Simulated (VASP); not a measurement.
# Bi2Te3 (Tellurobismuthite) (R-3m) in VASP: a series of runs, part 2 of 2

VASP 6.6.1. The steps go on from the part before.

**3. Relaxation of cell and atoms, PBE**

This run uses another cell than the first one, of 36.86 Å³/atom, 1.088 times its volume.

The input, INCAR:

```
SYSTEM = Bi2Te3
  ALGO = Normal
  EDIFF = 1E-7
  EDIFFG = -0.005
  ENCUT = 300
  GGA = PE
  IBRION = 2
  ISIF = 3
  ISMEAR = 0
  LASPH = .TRUE.
  LCHARG = .FALSE.
  LREAL = .FALSE.
  LWAVE = .FALSE.
  NELM = 80
  NSW = 90
  PREC = Accurate
  SIGMA = 0.03
```

The input, KPOINTS:

```
k-points
0
G
  5 5 4
  0 0 0
```

The input, POSCAR:

```
Bi2Te3                                  
1.0
    2.2188702134      1.2810653149     10.8057118304
   -2.2188702134      1.2810653149     10.8057118304
    0.0000000000     -2.5621306300     10.8057118304
  Bi              Te            
     2     3
Direct
     0.3967468431195835    0.3967468431195835    0.3967468431195833
     0.6032531568804167    0.6032531568804167    0.6032531568804169
     0.0000000000000000    0.0000000000000000    0.0000000000000000
     0.2166990392881096    0.2166990392881096    0.2166990392881091
     0.7833009607118904    0.7833009607118904    0.7833009607118908
```

Potentials or basis: VASP PAW PBE potentials, release 64 (Bi, Te).

The run is started by

```sh
$ cat potpaw_PBE.64/Bi/POTCAR potpaw_PBE.64/Te/POTCAR > POTCAR
$ mpirun -np 1 vasp_std > vasp.out
```

OUTCAR:

```text
SYSTEM = Bi2Te3
   EDIFF = 1E-7
   EDIFFG = -0.005
   ENCUT = 300
   GGA = PE
   IBRION = 2
   ISIF = 3
   ISMEAR = 0
   LASPH = .TRUE.
   LREAL = .FALSE.
   NELM = 80
   NSW = 90
   PREC = Accurate

 ion  position               nearest neighbor table
   1  0.397  0.397  0.397-   5 3.09   5 3.09   5 3.09   3 3.28   3 3.28   3 3.28
   2  0.603  0.603  0.603-   4 3.09   4 3.09   4 3.09   3 3.28   3 3.28   3 3.28
   3  0.000  0.000  0.000-   2 3.28   1 3.28   2 3.28   2 3.28   1 3.28   1 3.28
   4  0.217  0.217  0.217-   2 3.09   2 3.09   2 3.09
   5  0.783  0.783  0.783-   1 3.09   1 3.09   1 3.09

  LATTYP: Found a trigonal (rhomboedric) cell.
 ALAT       =    11.1053105101
 COS(alpha) =     0.9201578205

  Lattice vectors:

 A1 = (   2.2188702134,   1.2810653149,  10.8057118304)
 A2 = (  -2.2188702134,   1.2810653149,  10.8057118304)
 A3 = (   0.0000000000,  -2.5621306300,  10.8057118304)

Analysis of symmetry for initial positions (statically):
=====================================================================
 Subroutine PRICEL returns:
 Original cell was already a primitive cell.

 Routine SETGRP: Setting up the symmetry group for a
 trigonal (rhombohedral) supercell.

 Subroutine GETGRP returns: Found 12 space group operations
 (whereof 12 operations were pure point group operations)
 out of a pool of 12 trial point group operations.

The static configuration has the point symmetry D_3d.

Analysis of symmetry for dynamics (positions and initial velocities):
=====================================================================
 Subroutine PRICEL returns:
 Original cell was already a primitive cell.

 Routine SETGRP: Setting up the symmetry group for a
 trigonal (rhombohedral) supercell.

 Subroutine GETGRP returns: Found 12 space group operations
 (whereof 12 operations were pure point group operations)
 out of a pool of 12 trial point group operations.

The dynamic configuration has the point symmetry D_3d.

 Subroutine INISYM returns: Found 12 space group operations
 (whereof 12 operations are pure point group operations),
 and found     1 'primitive' translations

----------------------------------------------------------------------------------------

                                     Primitive cell

  volume of cell :     184.2926

  direct lattice vectors                    reciprocal lattice vectors
     2.218870213  1.281065315 10.805711830     0.225339904  0.130100054  0.030847883
    -2.218870213  1.281065315 10.805711830    -0.225339904  0.130100054  0.030847883
     0.000000000 -2.562130630 10.805711830     0.000000000 -0.260200108  0.030847883

  length of vectors
    11.105310510 11.105310510 11.105310510     0.262022305  0.262022305  0.262022305

  position of ions in fractional coordinates (direct lattice)
     0.396746843  0.396746843  0.396746843
     0.603253157  0.603253157  0.603253157
     0.000000000  0.000000000  0.000000000
     0.216699039  0.216699039  0.216699039
     0.783300961  0.783300961  0.783300961

  ion indices of the primitive-cell ions
   primitive index   ion index
                 1           1
                 2           2
                 3           3
                 4           4
[... 77 lines left out ...]
   k-points           NKPTS =     33   k-points in BZ     NKDIM =     33   number of bands    NBANDS=     18
   number of dos      NEDOS =    301   number of ions     NIONS =      5
   total plane-waves  NPLWV = 262144
   dimension x,y,z NGX =    64 NGY =   64 NGZ =   64
   dimension x,y,z NGXF=   128 NGYF=  128 NGZF=  128
   ions per type =               2   3
   NGX,Y,Z   is equivalent  to a cutoff of   9.58,  9.58,  9.58 a.u.
   NGXF,Y,Z  is equivalent  to a cutoff of  19.16, 19.16, 19.16 a.u.
 SYSTEM =  Bi2Te3
   PREC   = accura    normal or accurate (medium, high low for compatibility)
   ISTART =      0    job   : 0-new  1-cont  2-samecut
   ICHARG =      2    charge: 1-file 2-atom 10-const
   ISPIN  =      1    spin polarized calculation?
   LNONCOLLINEAR =      F non collinear calculations
[... 15 lines left out ...]
   NELECT =      28.0000    total number of electrons
   NUPDOWN=      -1.0000    fix difference up-down
   EMIN   =  10.00;   EMAX   =-10.00  energy-range for DOS
   EFERMI =   0.00;   METHOD = LEGACY
   ISMEAR =     0;   SIGMA  =   0.03  broadening in eV -4-tet -1-fermi 0-gaus
   EFERMI_NEDOS =   21; number of points for ismear=-14 and -15
   IALGO  =     38    algorithm
   IMIX   =      4    mixing-type and parameters
     AMIX     =   0.40;   BMIX     =  1.00
     AMIX_MAG =   1.60;   BMIX_MAG =  1.00
  volume/ion in A,a.u.               =      36.86       248.73
  Fermi-wavevector in a.u.,A,eV,Ry     =   0.873558  1.650785 10.382646  0.763103
  Thomas-Fermi vector in A             =   1.992965
   LORBIT       =      0    0 simple, 1 ext, 2 COOP (PROOUT), +10 PAW based schemes
   GGA     = PE    functional components
   LHFCALC =     F    Hartree Fock is set to
   AEXX    =    0.0000 exact exchange contribution
   IVDW    =     0    specifies the selected vdW correction
   LEPSILON=     F    determine dielectric tensor
   LRPA    =     F    only Hartree local field effects (RPA)
 conjugate gradient relaxation of ions
 non-spin polarized calculation
 Gauss-broadening in eV      SIGMA  =   0.03
  energy-cutoff  :      300.00
  volume of cell :      184.29
 maximum number of plane-waves:      2185
   NGX = 31   NGY = 31   NGZ = 31

--------------------------------------- Ionic step        1  -------------------------------------------

 number of electron      27.9999998 magnetization

 Free energy of the ion-electron system (eV)
  ---------------------------------------------------
  ext. energy  EPLUGINS =         0.00000000
  ---------------------------------------------------
  free energy    TOTEN  =       -18.38105877 eV

  energy without entropy =      -18.38105877  energy(sigma->0) =      -18.38105877

------------------------ aborting loop because EDIFF is reached ----------------------------------------

  FORCE on cell =-STRESS in cart. coord.  units (eV):
  Direction    XX          YY          ZZ          XY          YZ          ZX
  --------------------------------------------------------------------------------------
  -------------------------------------------------------------------------------------
  Total        0.0515835      0.0515835     -0.0408911      0.0000000      0.0000000      0.0000000
  in kB        0.4484498      0.4484498     -0.3554933      0.0000000      0.0000000      0.0000000
  external PRESSURE =       0.1804688 kB  Pullay stress =       0.0000000 kB
[... 104 lines left out ...]
--------------------------------------- Ionic step        4  -------------------------------------------

 number of electron      27.9999998 magnetization

 Free energy of the ion-electron system (eV)
  ---------------------------------------------------
  ext. energy  EPLUGINS =         0.00000000
  ---------------------------------------------------
  free energy    TOTEN  =       -18.38115498 eV

  energy without entropy =      -18.38115498  energy(sigma->0) =      -18.38115498

 E-fermi :   4.6315     XC(G=0):  -8.8303

 val. band max:        4.4971659938   @ k =   0.0000   0.0000   0.0000
 cond. band min:       5.0806555929   @ k =   0.0000   0.0000   0.0000
 fundamental gap:      0.5834895991
 Fermi energy:         4.6315076065

 k-point     1 :       0.0000    0.0000    0.0000
  band No.  band energies     occupation
      1      -8.2349      2.00000
      2      -7.6947      2.00000
      3      -6.1856      2.00000
      4      -4.1956      2.00000
      5      -3.4496      2.00000
      6       2.7899      2.00000
[... 481 lines left out ...]
      5      -4.8478      2.00000
      6      -0.0032      2.00000
[... 10 lines left out ...]
     17       6.9361      0.00000
     18       7.4776      0.00000

 [... further k-points ...]

------------------------ aborting loop because EDIFF is reached ----------------------------------------

  FORCE on cell =-STRESS in cart. coord.  units (eV):
  Direction    XX          YY          ZZ          XY          YZ          ZX
  --------------------------------------------------------------------------------------
  -------------------------------------------------------------------------------------
  Total       -0.0048188     -0.0048188      0.0001031      0.0000000     -0.0000000      0.0000000
  in kB       -0.0418664     -0.0418664      0.0008957      0.0000000     -0.0000000      0.0000000
  external PRESSURE =      -0.0276124 kB  Pullay stress =       0.0000000 kB
[... 20 lines left out ...]
  FREE ENERGIE OF THE ION-ELECTRON SYSTEM (eV)
  ---------------------------------------------------
  free  energy   TOTEN  =       -18.3811549770 eV

  energy  without entropy=      -18.3811549770  energy(sigma->0) =      -18.38115498

 reached required accuracy - stopping structural energy minimisation
```

Wall time 8.4 min (1 thread of Intel Xeon Platinum 8259CL at 2.50GHz (Skylake/Cascade Lake), shared host); peak memory 0.6 GiB.

What came out:

| Item | Value |
| --- | --- |
| Free energy | -18.3812 eV |
| Relaxed volume | 36.88 Å³/atom |
| Relaxed cell | a = 11.089 Å, b = 11.089 Å, c = 11.089 Å, α = 23.11°, β = 23.11°, γ = 23.11° |
| Space group after relaxing (to 0.05 Å) | R-3m (No. 166) |
| Energy gained by relaxing | 0.0 meV/atom |
| Ionic steps | 4 |
| Pressure after relaxing | 0.0 GPa |
| Band gap on the k mesh | 0.58 eV, direct |

Forces in eV/Å, atoms in the order of the input:
```
Bi   0.000  0.000 -0.002
Bi   0.000  0.000  0.002
Te   0.000  0.000  0.000
Te   0.000  0.000  0.000
Te   0.000  0.000  0.000
```

Final structure:
```yaml
crystal:
  lattice:
    - [2.22136, 1.28250, 10.78833]
    - [-2.22136, 1.28250, 10.78833]
    - [0.00000, -2.56500, 10.78833]
  atoms:
    - { symbol: Bi, position: [0.39672, 0.39672, 0.39672] }
    - { symbol: Bi, position: [0.60328, 0.60328, 0.60328] }
    - { symbol: Te, position: [0.00000, 0.00000, 0.00000] }
    - { symbol: Te, position: [0.21673, 0.21673, 0.21673] }
    - { symbol: Te, position: [0.78327, 0.78327, 0.78327] }
```

Levels at points of the mesh, in eV from the valence-band top:
| k point | band 10 | band 11 | band 12 | band 13 | band 14 | band 15 | band 16 | band 17 | band 18 |
| --- | --- | --- | --- | --- | --- | --- | --- | --- | --- |
| (0.00, 0.00, 0.00) | -1.20 | -1.20 | -0.55 | -0.55 | 0.00 | 0.58 | 1.18 | 1.18 | 2.11 |
| (0.00, 0.00, 0.50) | -2.38 | -2.28 | -1.58 | -0.66 | -0.46 | 0.99 | 1.74 | 2.69 | 3.08 |

Caveat: spin-orbit coupling is left out, which as a rule narrows the gap of such compounds by several tenths of an eV; an odd mesh through Γ misses points on the zone boundary, where band edges often lie.

**4. Relaxation of shape and atoms at fixed volume, PBE (a relaxed cell with its volume scaled by 0.94)**

The input, INCAR:

```
SYSTEM = Bi2Te3
  ALGO = Normal
  EDIFF = 1E-7
  EDIFFG = -0.01
  ENCUT = 300
  GGA = PE
  IBRION = 2
  ISIF = 4
  ISMEAR = 0
  LASPH = .TRUE.
  LCHARG = .FALSE.
  LREAL = .FALSE.
  LWAVE = .FALSE.
  NELM = 80
  NSW = 40
  PREC = Accurate
  SIGMA = 0.03
```

KPOINTS is that of step 3.

The input, POSCAR:

```
Bi2Te3                                  
1.0
    2.1760105479      1.2563202755     10.5680944829
   -2.1760105479      1.2563202755     10.5680944829
    0.0000000000     -2.5126405512     10.5680944829
  Bi              Te            
     2     3
Direct
     0.3967168243899084    0.3967168243899084    0.3967168243899084
     0.6032831756100917    0.6032831756100917    0.6032831756100988
     0.0000000000000000    0.0000000000000000    0.0000000000000000
     0.2167291935343686    0.2167291935343686    0.2167291935343686
     0.7832708064656313    0.7832708064656313    0.7832708064656313
```

The run is started by

```sh
$ cat potpaw_PBE.64/Bi/POTCAR potpaw_PBE.64/Te/POTCAR > POTCAR
$ mpirun -np 1 vasp_std > vasp.out
```

Run time: 29 min. Hardware: 1 thread of Intel Xeon Platinum 8259CL at 2.50GHz (Skylake/Cascade Lake), shared host; peak memory 0.63 GiB.

The run converged. Its results:

```
Free energy                  : -18.3463 eV
Energy gained by relaxing    : 13.6 meV/atom
Ionic steps                  : 10
Pressure after relaxing      : 1.2 GPa
Largest force after relaxing : 0.008 eV/Å
Band gap on the k mesh       : 0.32 eV, direct
```

Forces in eV/Å, atoms in the order of the input:
```
Bi   0.000  0.000 -0.008
Bi   0.000  0.000  0.008
Te   0.000  0.000  0.000
Te   0.000  0.000 -0.002
Te   0.000  0.000  0.002
```

The path:
```
step  energy change (eV)  largest force (eV/Å)  pressure (GPa)
   1              0.0000                0.4910            3.15
   2             -0.0196                0.2943            2.75
   3             -0.0264                0.2788            2.31
   4             -0.0364                0.2444            2.15
   5             -0.0582                0.1453            1.68
   6             -0.0641                0.0780            0.89
   7             -0.0679                0.0350            1.18
   8             -0.0679                0.0376            1.16
   9             -0.0681                0.0276            1.27
  10             -0.0682                0.0080            1.23
```

Final structure:
```
Bi Te
1.0
     2.20535    1.27326   10.28874
    -2.20535    1.27326   10.28874
     0.00000   -2.54652   10.28874
Bi Te
2 3
Cartesian
  0.0000 0.0000 12.3239
  0.0000 0.0000 18.5423
  0.0000 0.0000 0.0000
  0.0000 0.0000 6.5229
  0.0000 0.0000 24.3434
```

Levels at points of the mesh, in eV from the valence-band top:
| k point | band 10 | band 11 | band 12 | band 13 | band 14 | band 15 | band 16 | band 17 | band 18 |
| --- | --- | --- | --- | --- | --- | --- | --- | --- | --- |
| (0.00, 0.00, 0.00) | -1.60 | -1.60 | -0.82 | -0.82 | 0.00 | 0.32 | 0.77 | 0.77 | 1.95 |
| (0.00, 0.00, 0.50) | -3.00 | -2.76 | -2.19 | -0.88 | -0.51 | 0.65 | 1.23 | 2.73 | 2.83 |

Caveat: spin-orbit coupling is left out, which as a rule narrows the gap of such compounds by several tenths of an eV; an odd mesh through Γ misses points on the zone boundary, where band edges often lie.

**5. Relaxation of shape and atoms at fixed volume, PBE (a relaxed cell with its volume scaled by 0.96)**

INCAR is that of step 4.

KPOINTS is that of step 4.

Changes to POSCAR since step 4:

```diff
@@ -2,5 +2,5 @@
 1.0
-    2.1760105479      1.2563202755     10.5680944829
-   -2.1760105479      1.2563202755     10.5680944829
-    0.0000000000     -2.5126405512     10.5680944829
+    2.1913350708      1.2651678929     10.6425201356
+   -2.1913350708      1.2651678929     10.6425201356
+    0.0000000000     -2.5303357860     10.6425201356
   Bi              Te
```

The run is started by

```sh
$ cat potpaw_PBE.64/Bi/POTCAR potpaw_PBE.64/Te/POTCAR > POTCAR
$ mpirun -np 1 vasp_std > vasp.out
```

Wall time 20 min (1 thread of Intel Xeon Platinum 8259CL at 2.50GHz (Skylake/Cascade Lake), shared host); peak memory 0.62 GiB.

It converged, with:

```yaml
Free_energy: -18.3679 eV
Energy_gained_by_relaxing: 6.2 meV/atom
Ionic_steps: 9
Pressure_after_relaxing: 0.7 GPa
Band_gap_on_the_k_mesh: 0.39 eV, direct
```

Forces on the atoms (eV/Å):
```
Bi   0.000  0.000 -0.002
Bi   0.000  0.000  0.002
Te   0.000  0.000  0.000
Te   0.000  0.000 -0.001
Te   0.000  0.000  0.001
```

The path:
```csv
step,energy change (eV),largest force (eV/Å),pressure (GPa)
1,0.0000,0.3143,1.98
2,-0.0082,0.1940,1.74
3,-0.0113,0.1781,1.45
4,-0.0156,0.1595,1.34
5,-0.0251,0.1055,1.04
6,-0.0301,0.0406,0.49
7,-0.0306,0.0272,0.61
8,-0.0307,0.0242,0.70
9,-0.0308,0.0021,0.66
```

Final structure:
```cif
data_structure
_symmetry_space_group_name_H-M 'P 1'
_symmetry_Int_Tables_number 1
_cell_length_a 10.7417
_cell_length_b 10.7417
_cell_length_c 10.7417
_cell_angle_alpha 23.780
_cell_angle_beta 23.780
_cell_angle_gamma 23.780
_cell_volume 177.03
loop_
_atom_site_label
_atom_site_type_symbol
_atom_site_fract_x
_atom_site_fract_y
_atom_site_fract_z
_atom_site_occupancy
Bi1 Bi 0.39854 0.39854 0.39854 1
Bi2 Bi 0.60146 0.60146 0.60146 1
Te1 Te 0.00000 0.00000 0.00000 1
Te2 Te 0.21294 0.21294 0.21294 1
Te3 Te 0.78706 0.78706 0.78706 1
```

Levels at points of the mesh, in eV from the valence-band top:
```csv
k point,band 11,band 12,band 13,band 14,band 15,band 16,band 17,band 18
"(0.00, 0.00, 0.00)",-1.47,-0.74,-0.74,0.00,0.39,0.89,0.89,1.98
"(0.00, 0.00, 0.50)",-2.60,-1.99,-0.82,-0.50,0.74,1.38,2.71,2.90
```

Caveat: spin-orbit coupling is left out, which as a rule narrows the gap of such compounds by several tenths of an eV; an odd mesh through Γ misses points on the zone boundary, where band edges often lie.

**6. Relaxation of shape and atoms at fixed volume, PBE (a relaxed cell with its volume scaled by 0.98)**

INCAR is that of step 5.

KPOINTS is that of step 5.

Changes to POSCAR since step 5:

```diff
@@ -2,5 +2,5 @@
 1.0
-    2.1913350708      1.2651678929     10.6425201356
-   -2.1913350708      1.2651678929     10.6425201356
-    0.0000000000     -2.5303357860     10.6425201356
+    2.2064482040      1.2738934644     10.7159191457
+   -2.2064482040      1.2738934644     10.7159191457
+    0.0000000000     -2.5477869291     10.7159191457
   Bi              Te
```

Potentials or basis: VASP PAW PBE potentials, release 64 (Bi, Te).

The run is started by

```sh
$ cat potpaw_PBE.64/Bi/POTCAR potpaw_PBE.64/Te/POTCAR > POTCAR
$ mpirun -np 1 vasp_std > vasp.out
```

It took 15 min on 1 thread of Intel Xeon Platinum 8259CL at 2.50GHz (Skylake/Cascade Lake), shared host; peak memory 0.62 GiB.

Results (log left out):

```
Free energy                  : -18.3782 eV
Energy gained by relaxing    : 1.5 meV/atom
Ionic steps                  : 6
Pressure after relaxing      : 0.3 GPa
Largest force after relaxing : 0.004 eV/Å
Band gap on the k mesh       : 0.48 eV, direct
```

Forces on the atoms (eV/Å):
```
Bi   0.000  0.000 -0.002
Bi   0.000  0.000  0.002
Te   0.000  0.000  0.000
Te   0.000  0.000 -0.004
Te   0.000  0.000  0.004
```

Step by step:
| step | energy change (eV) | largest force (eV/Å) | pressure (GPa) |
| --- | --- | --- | --- |
| 1 | 0.0000 | 0.1504 | 0.93 |
| 2 | -0.0019 | 0.0950 | 0.82 |
| 3 | -0.0027 | 0.0767 | 0.70 |
| 4 | -0.0036 | 0.0687 | 0.65 |
| 5 | -0.0058 | 0.0446 | 0.53 |
| 6 | -0.0077 | 0.0045 | 0.28 |

Final structure:
```
Bi Te
1.0
     2.21787    1.28049   10.60584
    -2.21787    1.28049   10.60584
     0.00000   -2.56098   10.60584
Bi Te
2 3
Cartesian
  0.0000 0.0000 12.6521
  0.0000 0.0000 19.1654
  0.0000 0.0000 31.8175
  0.0000 0.0000 6.8351
  0.0000 0.0000 24.9824
```

Levels at points of the mesh, in eV from the valence-band top:
| k point | band 11 | band 12 | band 13 | band 14 | band 15 | band 16 | band 17 | band 18 |
| --- | --- | --- | --- | --- | --- | --- | --- | --- |
| (0.00, 0.00, 0.00) | -1.34 | -0.65 | -0.65 | 0.00 | 0.48 | 1.03 | 1.03 | 2.03 |
| (0.00, 0.00, 0.50) | -2.44 | -1.78 | -0.74 | -0.48 | 0.86 | 1.56 | 2.69 | 2.99 |

Caveat: spin-orbit coupling is left out, which as a rule narrows the gap of such compounds by several tenths of an eV; an odd mesh through Γ misses points on the zone boundary, where band edges often lie.

**7. Overview**

```tsv
task	cell	gap on the mesh (eV)	pressure (GPa)
relaxation of cell and atoms	relaxed	0.58	0.0
relaxation of shape and atoms at fixed volume	atoms relaxed at fixed volume from: a relaxed cell with its volume scaled by 0.94	0.32	1.2
relaxation of shape and atoms at fixed volume	atoms relaxed at fixed volume from: a relaxed cell with its volume scaled by 0.96	0.39	0.7
relaxation of shape and atoms at fixed volume	atoms relaxed at fixed volume from: a relaxed cell with its volume scaled by 0.98	0.48	0.3
```

Alike in all rows: level PBE; potentials or basis VASP PAW PBE potentials, release 64 (Bi, Te); no spin polarisation; k mesh 5 × 5 × 4; cutoff (eV) 300; smearing gaussian 0.03 eV.

Caveats: spin-orbit coupling is left out, which as a rule narrows the gap of such compounds by several tenths of an eV; an odd mesh through Γ misses points on the zone boundary, where band edges often lie.

Total energies depend on the potentials used, so only differences within one code and one set of settings carry meaning.
